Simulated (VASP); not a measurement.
**SnO2 (Cassiterite): relaxation of cell and atoms with PBEsol+rVV10**

The system is SnO2 (Cassiterite).

```
CELL_PARAMETERS angstrom
4.73800 0.00000 0.00000
0.00000 4.73800 0.00000
0.00000 0.00000 3.18650
ATOMIC_POSITIONS crystal
Sn 0.50000 0.50000 0.50000
Sn 0.00000 0.00000 0.00000
O 0.80710 0.19290 0.50000
O 0.69290 0.69290 0.00000
O 0.19290 0.80710 0.50000
O 0.30710 0.30710 0.00000
```

| Item | Value |
| --- | --- |
| Program | VASP 6.6.1 |
| Task | relaxation of cell and atoms |
| Functional | PBEsol |
| Dispersion | rVV10 |
| Potentials or basis | VASP PAW PBE potentials, release 64 (Sn_d, O) |
| Cutoff | 600 eV |
| k mesh | 6 × 6 × 8 |
| Occupations | fermi-dirac, width 0.05 eV |
| Spin | no spin polarisation |
| Further INCAR settings | ALGO = Fast; EDIFF = 1e-07; IBRION = 2; EDIFFG = -0.01; NSW = 60; ISIF = 3 |

```yaml
Relaxed_volume: 12.16 Å³/atom
Relaxed_cell: a = 4.763 Å, b = 4.763 Å, c = 3.215 Å, α = 90.00°, β = 90.00°, γ = 90.00°
Space_group_after_relaxing_to_0.05_Å: P4_2/mnm (No. 136)
Energy_gained_by_relaxing: 4.1 meV/atom
Ionic_steps: 5
Pressure_after_relaxing: 0.1 GPa
Largest_force_after_relaxing: 0.005 eV/Å
Band_gap_on_the_k_mesh: 0.91 eV, direct
```

Forces in eV/Å, atoms in the order of the input:
```
Sn   0.000  0.000  0.000
Sn   0.000  0.000  0.000
O   -0.004  0.004  0.000
O    0.004  0.004  0.000
O    0.004 -0.004  0.000
O   -0.004 -0.004  0.000
```

Step by step:
| step | energy change (eV) | largest force (eV/Å) | pressure (GPa) | volume (Å³) |
| --- | --- | --- | --- | --- |
| 1 | 0.0000 | 0.2334 | 4.59 | 71.53 |
| 2 | 0.0196 | 0.2030 | -5.74 | 75.13 |
| 3 | -0.0243 | 0.0295 | -0.10 | 73.03 |
| 4 | -0.0243 | 0.0333 | -0.01 | 73.00 |
| 5 | -0.0244 | 0.0055 | 0.06 | 72.96 |

Final structure:
```
Sn O
1.0
     4.76339    0.00000    0.00000
     0.00000    4.76339    0.00000
     0.00000    0.00000    3.21546
Sn O
2 4
Direct
  0.50000 0.50000 0.50000
  0.00000 0.00000 0.00000
  0.80620 0.19380 0.50000
  0.69380 0.69380 0.00000
  0.19380 0.80620 0.50000
  0.30620 0.30620 0.00000
```

Levels at points of the mesh, in eV from the valence-band top:
```tsv
k point	band 22	band 23	band 24	band 25	band 26	band 27	band 28	band 29	band 30	band 31
(0.00, 0.00, 0.00)	-1.27	-1.27	-0.78	-0.78	0.00	0.91	5.83	6.01	6.01	10.09
(0.50, 0.00, 0.00)	-1.99	-1.23	-1.23	-0.63	-0.63	4.14	4.14	6.77	6.77	10.65
(0.50, 0.50, 0.00)	-2.00	-1.36	-1.36	-0.89	-0.89	4.54	4.54	7.21	7.21	10.70
(0.00, 0.00, 0.50)	-2.66	-1.66	-1.66	-1.25	-1.25	5.88	5.88	9.42	9.42	10.32
(0.50, 0.00, 0.50)	-1.75	-1.09	-1.09	-0.73	-0.73	6.16	6.16	7.73	7.73	10.66
(0.50, 0.50, 0.50)	-2.43	-0.96	-0.96	-0.82	-0.82	4.55	4.55	8.59	8.59	10.69
```

It took 15 min on 1 thread of Intel(R) Xeon(R) Platinum 8488C (Sapphire Rapids), on a shared host, peak memory 0.44 GiB.

Caveat: the PAW data sets were made with another functional, which shifts forces and pressure a little; spin-orbit coupling is left out, which moves the levels of the heavy elements. Zero-point motion and thermal expansion aren't in these numbers.
